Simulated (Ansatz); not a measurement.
Runs of Ansatz 0.2.0 on Yb. The structure is cubic, space group Im-3m (No. 229). Conventional cell: a = 4.303 Å, b = 4.303 Å, c = 4.303 Å, α = 90.00°, β = 90.00°, γ = 90.00°. Yb (site symmetry m-3m) has 8 Yb at 3.73 Å as nearest neighbours. This isn't the form of Yb at room conditions, which is fcc.

```tsv
task	level	potentials or basis	spin	U	k mesh	cutoff (eV)	smearing	hubbard projectors	double counting	method	mesh quality	gap on the mesh (eV)	pressure (GPa)	moment (μB)
phonons	PBEsol+D4+U	Ansatz PAW earlier set	collinear, ferromagnetic start	Yb f U = 5 eV	3 × 3 × 3	820	gaussian 0.05 eV	atomic	fll	fd	coarse	none	-	0.00
single point	RPBE	PseudoDojo 3+ lanthanides	non-collinear, ferromagnetic start	-	9 × 9 × 9	680	fermi-dirac 0.025 eV	-	-	-	not flagged	none	-6.5	0.00
electron localisation function	RPBE+U	SSSP precision PAW	collinear, ferromagnetic start	Yb f U = 8 eV	9 × 9 × 9	544	tetrahedron	ortho-atomic (the default)	amf	-	not flagged	none	-1.7	(b)
single point	LDA+U	Ansatz PAW	collinear, ferromagnetic start	Yb f U = 7 eV	9 × 9 × 9	420	fermi-dirac 0.05 eV	all-electron-ortho-atomic	amf	-	not flagged	none	(a)	0.00
projected density of states	PBEsol+D3(BJ)+U	SSSP efficiency PAW	collinear, ferromagnetic start	Yb f U = 4 eV	9 × 9 × 9	544	tetrahedron	atomic	fll	-	not flagged	none	-3.8	0.00
```

Alike in all rows: cell as given.

**Question.** Fill in the values left out.

**Answer.** (a) -4.7; (b) 0.01.

Caveats: some runs use coarse meshes; spin-orbit coupling is left out, which moves the levels of the heavy elements; the magnetic or orbital state may not be the lowest (some runs); the starting moments weren't kept (some runs); pairwise dispersion overbinds metals, which lowers pressure and volume (some runs); the PAW data sets come from PBE, with cores solved anew for the run's functional, which leaves a small shift of forces and pressure (some runs); with tetrahedron occupations forces and stress needn't match the slope of the energy (some runs); the potentials were made for another functional, which shifts forces and pressure (some runs).

A k mesh can miss the band edges, and the runs leave out spin-orbit coupling on Yb.

A gap of «none» marks a metal or a gap under the smearing width.

The runs don't all hold the same shells in valence.
